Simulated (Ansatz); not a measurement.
Runs of Ansatz 0.2.0 on Mg. The structure is hexagonal, space group P6_3/mmc (No. 194). Conventional cell: a = 3.209 Å, b = 3.209 Å, c = 5.210 Å, α = 90.00°, β = 90.00°, γ = 120.00°. Mg (site symmetry -6m2) is surrounded by 12 Mg at 3.20 to 3.21 Å. 

```csv
task,level,potentials or basis,k mesh,cutoff (eV),smearing,points for each segment of the path,mesh quality,gap on the mesh (eV),pressure (GPa)
band structure,BLYP,Ansatz PAW,10 × 10 × 5,420,fermi-dirac 0.05 eV,14,not flagged,none,0.4
single point,r2SCANh,Ansatz PAW,5 × 5 × 3,500,fermi-dirac 0.05 eV,-,coarse,none,-
band structure,HSEsol,Ansatz PAW,5 × 5 × 3,420,fermi-dirac 0.05 eV,4,coarse,none,-
band structure,LDA,JTH PAW LDA,10 × 10 × 5,870,fermi-dirac 0.05 eV,14,not flagged,none,(a)
single point,PBE,Ansatz PAW,10 × 10 × 5,420,gaussian 0.028 eV,-,not flagged,none,-0.4
```

Alike in all rows: no spin polarisation; cell as given.

Question: Estimate the missing entries.

Answer: (a) -2.3.

Caveats: some runs use coarse meshes; the PAW data sets come from PBE, with cores solved anew for the run's functional, which leaves a small shift of forces and pressure (some runs); the potentials were made for another functional, which shifts forces and pressure (some runs).

A k mesh can miss the band edges.

A gap of «none» marks a metal or a gap under the smearing width.

Not every run made on this cell is shown here.
